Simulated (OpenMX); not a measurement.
Wanted: the native input for an OpenMX 3.8.5 run.

* Task: single point
* Functional: PBE
* Potentials or basis: OpenMX 2013 PBE set, Hf7.0-s3p2d2, B7.0-s2p2, fixed grid of 32 × 32 × 42 points
* k mesh: 10 × 10 × 8, shifted
* Occupations: fermi-dirac, width 0.05 eV
* Spin: collinear spin, ferromagnetic start
* Starting moments: [0.5, 0.0, 0.0] μB
* Mixing scheme: rmm-diish
* SCF threshold: 1e-08 Ha
* Solver: band
* Max SCF cycles: 60

HfB2:

```
Hf B
1.0
     3.14000    0.01570    0.00000
    -1.55640    2.71147    0.00000
     0.00000    0.00000    3.48000
Hf B
1 2
Direct
  0.00000 0.00000 0.00000
  0.66667 0.33333 0.50000
  0.33333 0.66667 0.50000
```

The cell isn't the ideal one: strain xy of 0.01 (engineering), atoms clamped.

The input as run:

HfB2.dat

```
System.CurrrentDirectory             ./
System.Name                          HfB2
DATA.PATH                            ./DFT_DATA13
level.of.stdout                      1
level.of.fileout                     0
Species.Number                       2
<Definition.of.Atomic.Species
  Hf  Hf7.0-s3p2d2           Hf_PBE13
  B   B7.0-s2p2              B_PBE13
Definition.of.Atomic.Species>

Atoms.Number                         3
Atoms.SpeciesAndCoordinates.Unit     Ang
<Atoms.SpeciesAndCoordinates
    1  Hf    0.0000000000    0.0000000000    0.0000000000   6.250  5.750
    2  B     1.5745321998    0.9142899225    1.7400000000   1.500  1.500
    3  B     0.0090643990    1.8128798454    1.7400000000   1.500  1.500
Atoms.SpeciesAndCoordinates>

Atoms.UnitVectors.Unit               Ang
<Atoms.UnitVectors
     3.1400000000    0.0157000000    0.0000000000
    -1.5564034012    2.7114697679    0.0000000000
     0.0000000000    0.0000000000    3.4800000000
Atoms.UnitVectors>

scf.XcType                           GGA-PBE
scf.SpinPolarization                 on
scf.ElectronicTemperature            580.226
scf.energycutoff                     400.0
scf.maxIter                          60
scf.EigenvalueSolver                 band
scf.Kgrid                            10 10 8
scf.Mixing.Type                      rmm-diish
scf.Init.Mixing.Weight               0.05
scf.Min.Mixing.Weight                0.001
scf.Max.Mixing.Weight                0.3
scf.Mixing.History                   10
scf.Mixing.StartPulay                20
scf.criterion                        1.0e-8
scf.stress.tensor                    on
MD.Type                              nomd
scf.Ngrid                            32 32 42
```

Potentials or basis: OpenMX 2013 PBE set, Hf7.0-s3p2d2, B7.0-s2p2, fixed grid of 32 × 32 × 42 points.

Launch:

```bash
$ openmx HfB2.dat -nt 1 > HfB2.std
```

It gave:

```
Pressure               : 2.5 GPa
Largest force          : 0.021 eV/Å
Band gap on the k mesh : none (metal or under the smearing width)
Net moment             : 0.00 μB per cell
```

Caveat: the basis of atomic orbitals isn't converged, which shifts pressures, moduli and gaps.

Wall time 3.7 min on 1 thread of Arm Neoverse V1 (shared host), peak memory 0.86 GiB.
